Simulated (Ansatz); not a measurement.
# Sc: the cost of one run

Computed with Ansatz 0.2.0 (DFT PBEsol, scalar-relativistic, plane waves, PAW, unless a step's input says otherwise).

2 further runs of the same task are left out: 2 that didn't finish.

### Step 1. The system as given

It takes space group I4/mmm (No. 139, tetragonal). Conventional cell: a = 3.834 Å, b = 3.834 Å, c = 3.435 Å, α = 90.00°, β = 90.00°, γ = 90.00°. Sc (site symmetry 4/mmm) is surrounded by 10 Sc at 3.21 to 3.44 Å.

Coordinates:

```xyz
1
Lattice="-1.9172 1.9172 1.7176 1.9172 -1.9172 1.7176 1.9172 1.9172 -1.7176" Properties=species:S:1:pos:R:3 pbc="T T T"
Sc    0.0000    0.0000    0.0000
```

The structure comes from the Materials Project (structure only).

### Step 2. A change within a subgroup

The change: strain xx, yy, zz, yz, xz, xy = -4.2, +4.3, +5.3, +0.0, +0.0, +0.0 %.

input.yaml reads:

```yaml
crystal:
  lattice:
    - [-1.8368170599, 1.9999520747, 1.8086016069]
    - [1.8368170599, -1.9999520747, 1.8086016069]
    - [1.8368170599, 1.9999520747, -1.8086016069]
  atoms:
    - { symbol: Sc, position: [0.0, 0.0, 0.0] }
basis:
  ecutwfc: 420
kpoints:
  mp_grid: { grid: [14, 14, 14] }
hamiltonian:
  xc: pbesol
scf:
  occupations: { method: gaussian, width: 0.1 }
output:
  forces: true
  stress: true
  eigenvalues: true
  populations: true
```

Launch:

```console
> ansatz run input.yaml --threads 1 --pin off --max-ram 1331MiB --backend cpu --events-out ev --progress --plain --runs-dir out
```

What time and memory should one allow on 1 thread of an x86-64 CPU, shared host?

About 17 s, with a peak of 0.41 GiB.
